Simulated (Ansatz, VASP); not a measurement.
# Two plane-wave programs on MgO

INCAR

```
  PREC = Accurate
  ENCUT = 520
  EDIFF = 1E-6
  ISMEAR = 0
  SIGMA = 0.01
  LREAL = F
  LASPH = T
  NELM = 60
  ALGO = Normal
  ISIF = 2
  LWAVE = F
  LCHARG = F
  GGA = PE
  NBANDS = 26
```

The input KPOINTS:

```
regular mesh
0
Gamma
  3 3 3
```

File POSCAR:

```
MgO
1.0
    4.2543812300      0.0000000000      0.0000000000
    0.0000000000      4.2543812300      0.0000000000
    0.0000000000      0.0000000000      4.2543812300
Mg O
4 4
Direct
    0.0000000000      0.0000000000      0.0000000000
    0.0000000000      0.5000000000      0.5000000000
    0.5000000000      0.0000000000      0.5000000000
    0.5000000000      0.5000000000      0.0000000000
    0.0000000000      0.0000000000      0.5000000000
    0.0000000000      0.5000000000      0.0000000000
    0.5000000000      0.0000000000      0.0000000000
    0.5000000000      0.5000000000      0.5000000000
```

Input for Ansatz:

```yaml
crystal:
  lattice:
    - [4.25438123, 0.0, 0.0]
    - [0.0, 4.25438123, 0.0]
    - [0.0, 0.0, 4.25438123]
  atoms:
    - { symbol: Mg, position: [0.0, 0.0, 0.0] }
    - { symbol: Mg, position: [0.0, 0.5, 0.5] }
    - { symbol: Mg, position: [0.5, 0.0, 0.5] }
    - { symbol: Mg, position: [0.5, 0.5, 0.0] }
    - { symbol: O, position: [0.0, 0.0, 0.5] }
    - { symbol: O, position: [0.0, 0.5, 0.0] }
    - { symbol: O, position: [0.5, 0.0, 0.0] }
    - { symbol: O, position: [0.5, 0.5, 0.5] }
basis:
  ecutwfc: 420.0
  ecutrho_ratio: 4
  xc_grid: 2
  fft_grid_basis: typed
  precision: f64
kpoints:
  mp_grid: { grid: [3, 3, 3] }
hamiltonian:
  pseudopotentials: { kind: paw, azcp: { folder: soft_1 } }
scf:
  max_iter: 100
  self_checks: high
  occupations: { method: fixed }
output:
  forces: true
checkpoint:
  write: "../host.point.run"
  compress: false
  write_wavefunctions: true
  write_every: 100000
```

The cell is a database's computed one.

Alike in both runs: task single point; functional PBE; k mesh 3 × 3 × 3; no spin polarisation.

|  | VASP | Ansatz |
| --- | --- | --- |
| version | VASP 6.6.1 | Ansatz 0.2.0 |
| potentials or method | VASP PAW PBE potentials, release 64 (Mg, O) | plane-wave PAW DFT |
| plane-wave cutoff (eV) | 520 | 420 |
| occupations | gaussian, width 0.01 eV | fixed |
| valence electrons in the cell | 32 | 64 |

```csv
,VASP,Ansatz,Ansatz less VASP
gap on the k mesh at the Fermi level (eV),4.44,4.46,+0.020
```

The two sets of potentials don't hold the same shells in valence.

Caveats: the k mesh is coarse (spacing up to 0.49 Å⁻¹), so the values aren't converged. As with any semilocal functional, this PBE gap is likely too small.
